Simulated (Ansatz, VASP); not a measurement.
## Two plane-wave programs on Se

The input INCAR:

```
ALGO     = Normal         # electronic algorithm
EDIFF    = 1E-6           # SCF threshold, eV
ENCUT    = 520            # plane-wave cutoff, eV
GGA      = PS             # functional
ISIF     = 2              # what is computed and relaxed
ISMEAR   = 0              # smearing method
LASPH    = True           # aspherical terms in the spheres
LCHARG   = False          # write CHGCAR
LREAL    = False          # projectors in reciprocal space
LWAVE    = False          # write WAVECAR
NBANDS   = 13             # bands
NELM     = 100            # most SCF steps
PREC     = Accurate       # precision mode
SIGMA    = 0.1            # smearing width, eV
```

The input KPOINTS:

```
k-points
0
Gamma
  16 16 10
```

Contents of POSCAR:

```
Se
1.0
    1.3279719186     -4.1617480590      0.0000000000
    1.3279719186      4.1617480590      0.0000000000
    0.0000000000      0.0000000000      4.2827406372
Se
2
Direct
    0.9393691080      0.0606308920      0.2500000000
    0.0606308920      0.9393691080      0.7500000000
```

Input for Ansatz:

```yaml
crystal:
  lattice:
    - [1.3279719186, -4.161748059, 0.0]
    - [1.3279719186, 4.161748059, 0.0]
    - [0.0, 0.0, 4.2827406372]
  atoms:
    - { symbol: Se, position: [0.939369108, 0.060630892, 0.25] }
    - { symbol: Se, position: [0.060630892, 0.939369108, 0.75] }
basis:
  ecutwfc: 420
kpoints:
  mp_grid: { grid: [16, 16, 10] }
hamiltonian:
  xc: pbesol
scf:
  occupations: { method: gaussian, width: 0.1 }
output:
  forces: true
  stress: true
  eigenvalues: true
```

Alike in both runs: task single point; functional PBEsol; k mesh 16 × 16 × 10; occupations gaussian, width 0.1 eV; no spin polarisation.

|  | VASP | Ansatz |
| --- | --- | --- |
| version | VASP 6.6.1 | Ansatz 0.2.0 |
| potentials or method | VASP PAW PBE potentials, release 64 (Se) | scalar-relativistic, plane waves, PAW |
| plane-wave cutoff (eV) | 520 | 420 |
| valence electrons in the cell | 12 | 32 |

Ansatz gave:

```
gap on the k mesh at the Fermi level (eV)       : none
pressure (GPa)                                  : 12.3
largest component of the traceless stress (GPa) : 10.43
rms of the force components (eV/Å)              : 0.518
```

Question: What did VASP give for the same quantities?

Answer: gap on the k mesh at the Fermi level (eV): none; pressure (GPa): 12.5; largest component of the traceless stress (GPa): 10.60; rms of the force components (eV/Å): 0.535.

Atom by atom the forces differ by 0.017 eV/Å (rms over components). A gap of «none» marks a metal or a gap that the smearing closes. The two sets of potentials don't hold the same shells in valence.

Caveats: the PAW data sets were made with another functional, which shifts forces and pressure a little (VASP).
